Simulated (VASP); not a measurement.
NbC:

```
CELL_PARAMETERS angstrom
0.00000 2.23455 2.23455
2.23455 0.00000 2.23455
2.23455 2.23455 0.00000
ATOMIC_POSITIONS crystal
Nb 0.00000 0.00000 0.00000
C 0.50000 0.50000 0.50000
```

- Program: VASP 6.6.1
- Task: relaxation of cell and atoms
- Functional: PBE
- Potentials or basis: VASP PAW PBE potentials, release 64 (Nb_sv, C)
- Cutoff: 520 eV
- k mesh: 4 × 4 × 4
- Occupations: gaussian, width 0.1 eV
- Spin: no spin polarisation

At the start: pressure 4.4 GPa; volume 11.16 Å³/atom.

Task: Where does the relaxation end?

Result: Over 16 steps the energy falls by 2.2 meV/atom and the volume is 11.32 Å³/atom (+1.4 %); space group Fm-3m (No. 225, to 0.05 Å).

Step by step:
```tsv
step	energy change (eV)	largest force (eV/Å)	pressure (GPa)	volume (Å³)
1	0.0000	0.0000	4.38	22.32
2	0.0137	0.0000	-8.24	23.32
3	-0.0043	0.0000	-0.03	22.64
4	-0.0043	0.0000	0.06	22.63
5	-0.0043	0.0000	0.06	22.63
6	-0.0043	0.0000	0.06	22.63
7	-0.0043	0.0000	0.05	22.63
8	-0.0043	0.0000	0.05	22.63
9	-0.0043	0.0000	0.05	22.63
10	-0.0043	0.0000	0.05	22.63
11	-0.0043	0.0000	0.05	22.63
12	-0.0043	0.0000	0.05	22.63
13	-0.0043	0.0000	0.05	22.63
14	-0.0043	0.0000	0.05	22.63
15	-0.0043	0.0000	0.04	22.63
16	-0.0043	0.0000	0.00	22.64
```

Final structure:
```
Nb C
1.0
     0.00000    2.24525    2.24525
     2.24525    0.00000    2.24525
     2.24525    2.24525    0.00000
Nb C
1 1
Cartesian
  2.2452 2.2452 0.0000
  2.2452 2.2452 2.2452
```

Caveat: the k mesh is coarse (spacing up to 0.61 Å⁻¹), so the values aren't converged.
